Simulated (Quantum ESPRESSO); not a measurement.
A run of Quantum ESPRESSO 7.5:

The input pw.in:

```
&CONTROL
  calculation = 'scf'
  prefix = 'pwscf'
  outdir = './tmp'
  pseudo_dir = './pseudo'
  tprnfor = .true.
  tstress = .true.
  disk_io = 'low'
/
&SYSTEM
  ibrav = 0
  A = 3.12728298
  nat = 2
  ntyp = 2
  ecutwfc = 88
  nbnd = 24
  input_dft = 'pz'
  occupations = 'smearing'
  smearing = 'fd'
  degauss = 0.00367493
/
&ELECTRONS
  conv_thr = 4d-10
  electron_maxstep = 120
  mixing_beta = 0.5
/
ATOMIC_SPECIES
Ta   180.9479 Ta_ONCV_PBE-1.2.upf
N     14.0070 N_ONCV_PBE-1.2.upf
CELL_PARAMETERS alat
   0.0000000000    0.7071067806    0.7071067806
   0.7071067806    0.0000000000    0.7071067806
   0.7071067806    0.7071067806    0.0000000000
ATOMIC_POSITIONS alat
Ta     0.7071067806    0.7071067806    0.7071067806
N      0.0000000000    0.0000000000    0.0000000000
K_POINTS automatic
10 10 10 0 0 0
```

bands.in

```
&CONTROL
  calculation = 'bands'
  prefix = 'pwscf'
  outdir = './tmp'
  pseudo_dir = './pseudo'
  disk_io = 'low'
  verbosity = 'high'
/
&SYSTEM
  ibrav = 0
  A = 3.12728298
  nat = 2
  ntyp = 2
  ecutwfc = 88
  nbnd = 24
  input_dft = 'pz'
  occupations = 'smearing'
  smearing = 'fd'
  degauss = 0.00367493
/
&ELECTRONS
  conv_thr = 1d-08
  electron_maxstep = 120
  mixing_beta = 0.5
  diago_full_acc = .true.
  startingwfc = 'random'
/
ATOMIC_SPECIES
Ta   180.9479 Ta_ONCV_PBE-1.2.upf
N     14.0070 N_ONCV_PBE-1.2.upf
CELL_PARAMETERS alat
   0.0000000000    0.7071067806    0.7071067806
   0.7071067806    0.0000000000    0.7071067806
   0.7071067806    0.7071067806    0.0000000000
ATOMIC_POSITIONS alat
Ta     0.7071067806    0.7071067806    0.7071067806
N      0.0000000000    0.0000000000    0.0000000000
K_POINTS crystal
60
 0.0000000000  0.0000000000  0.0000000000 1
 0.0625000000  0.0000000000  0.0625000000 1
 0.1250000000  0.0000000000  0.1250000000 1
 0.1875000000  0.0000000000  0.1875000000 1
 0.2500000000  0.0000000000  0.2500000000 1
 0.3125000000  0.0000000000  0.3125000000 1
 0.3750000000  0.0000000000  0.3750000000 1
 0.4375000000  0.0000000000  0.4375000000 1
 0.5000000000  0.0000000000  0.5000000000 1
 0.5000000000  0.0625000000  0.5625000000 1
 0.5000000000  0.1250000000  0.6250000000 1
 0.5000000000  0.1875000000  0.6875000000 1
 0.5000000000  0.2500000000  0.7500000000 1
 0.4375000000  0.3125000000  0.7500000000 1
 0.3750000000  0.3750000000  0.7500000000 1
 0.3375000000  0.3375000000  0.6750000000 1
 0.3000000000  0.3000000000  0.6000000000 1
 0.2625000000  0.2625000000  0.5250000000 1
 0.2250000000  0.2250000000  0.4500000000 1
 0.1875000000  0.1875000000  0.3750000000 1
 0.1500000000  0.1500000000  0.3000000000 1
 0.1125000000  0.1125000000  0.2250000000 1
 0.0750000000  0.0750000000  0.1500000000 1
 0.0375000000  0.0375000000  0.0750000000 1
 0.0000000000  0.0000000000  0.0000000000 1
 0.0625000000  0.0625000000  0.0625000000 1
 0.1250000000  0.1250000000  0.1250000000 1
 0.1875000000  0.1875000000  0.1875000000 1
 0.2500000000  0.2500000000  0.2500000000 1
 0.3125000000  0.3125000000  0.3125000000 1
 0.3750000000  0.3750000000  0.3750000000 1
 0.4375000000  0.4375000000  0.4375000000 1
 0.5000000000  0.5000000000  0.5000000000 1
 0.5250000000  0.4500000000  0.5250000000 1
 0.5500000000  0.4000000000  0.5500000000 1
 0.5750000000  0.3500000000  0.5750000000 1
 0.6000000000  0.3000000000  0.6000000000 1
 0.6250000000  0.2500000000  0.6250000000 1
 0.5833333333  0.2500000000  0.6666666667 1
 0.5416666667  0.2500000000  0.7083333333 1
 0.5000000000  0.2500000000  0.7500000000 1
 0.5000000000  0.2857142857  0.7142857143 1
 0.5000000000  0.3214285714  0.6785714286 1
 0.5000000000  0.3571428571  0.6428571429 1
 0.5000000000  0.3928571429  0.6071428571 1
 0.5000000000  0.4285714286  0.5714285714 1
 0.5000000000  0.4642857143  0.5357142857 1
 0.5000000000  0.5000000000  0.5000000000 1
 0.4821428571  0.4821428571  0.5357142857 1
 0.4642857143  0.4642857143  0.5714285714 1
 0.4464285714  0.4464285714  0.6071428571 1
 0.4285714286  0.4285714286  0.6428571429 1
 0.4107142857  0.4107142857  0.6785714286 1
 0.3928571429  0.3928571429  0.7142857143 1
 0.3750000000  0.3750000000  0.7500000000 1
 0.6250000000  0.2500000000  0.6250000000 1
 0.5937500000  0.1875000000  0.5937500000 1
 0.5625000000  0.1250000000  0.5625000000 1
 0.5312500000  0.0625000000  0.5312500000 1
 0.5000000000  0.0000000000  0.5000000000 1
```

Potentials or basis: SG15 PBE 1.2.

The run is started by

```console
$ OMP_NUM_THREADS=1 pw.x -in pw.in > pw.out
$ OMP_NUM_THREADS=1 pw.x -in bands.in > bands.out
```

Hardware: 1 thread of Arm Neoverse V2, on a shared host.

Q: Estimate the wall time of this run.

A: It took 59 s on 1 thread of Arm Neoverse V2, on a shared host, peak memory 0.09 GiB. Counts: scf iterations 9, k pools 1, bands 24, k points 47, g dense 16361.
